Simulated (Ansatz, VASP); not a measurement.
## One calculation of Os, two programs

The input INCAR:

```
PREC = Accurate
ENCUT = 520
EDIFF = 1E-6
ISMEAR = -1
SIGMA = 0.03
LREAL = False
LASPH = True
NELM = 60
ALGO = Normal
ISIF = 2
LWAVE = False
LCHARG = False
GGA = PS
NBANDS = 10
```

KPOINTS

```
regular mesh
0
Gamma
  14 14 14
```

The input POSCAR:

```
Os
1.0
    0.0000000000      1.9450000000      1.9450000000
    1.9450000000      0.0000000000      1.9450000000
    1.9450000000      1.9450000000      0.0000000000
Os
1
Direct
    0.0000000000      0.0000000000      0.0000000000
```

Input for Ansatz:

```yaml
crystal:
  lattice:
    - [0.0, 1.945, 1.945]
    - [1.945, 0.0, 1.945]
    - [1.945, 1.945, 0.0]
  atoms:
    - { symbol: Os, position: [0.0, 0.0, 0.0] }
kpoints:
  mp_grid: { grid: [14, 14, 14] }
  band_path:
    path:
      - [0.0, 0.0, 0.0]
      - [0.5, 0.0, 0.5]
      - [0.625, 0.25, 0.625]
      - [0.375, 0.375, 0.75]
      - [0.0, 0.0, 0.0]
      - [0.5, 0.5, 0.5]
      - [0.5, 0.25, 0.75]
      - [0.5, 0.0, 0.5]
    npoints: 5
scf:
  occupations: { method: fermi_dirac, width: 0.03 }
hamiltonian:
  xc: pbesol
  pseudopotentials: { kind: all_electron, lapw: { basis_error: 0.00025 } }
output:
  forces: true
  stress: true
  eigenvalues: true
```

Alike in both runs: task single point; functional PBEsol; k mesh 14 × 14 × 14; occupations fermi-dirac, width 0.03 eV; no spin polarisation.

|  | VASP | Ansatz |
| --- | --- | --- |
| version | VASP 6.6.1 | Ansatz 0.2.0 |
| potentials or method | VASP PAW PBE potentials, release 64 (Os) | all-electron LAPW, scalar-relativistic |
| plane-wave cutoff (eV) | 520 | see its input |

|  | VASP | Ansatz | Ansatz less VASP |
| --- | --- | --- | --- |
| pressure (GPa) | -20.0 | -19.9 | +0.09 |

Ansatz ran all-electron here, so the differences hold the error of VASP's frozen core and of both bases.

Caveats: so large a pressure means that the cell lies far from this level's equilibrium, or that cutoff or potentials fall short (VASP); the potentials were made for another functional, which shifts forces and pressure (VASP). Spin-orbit coupling is left out, which matters for the levels of Os.
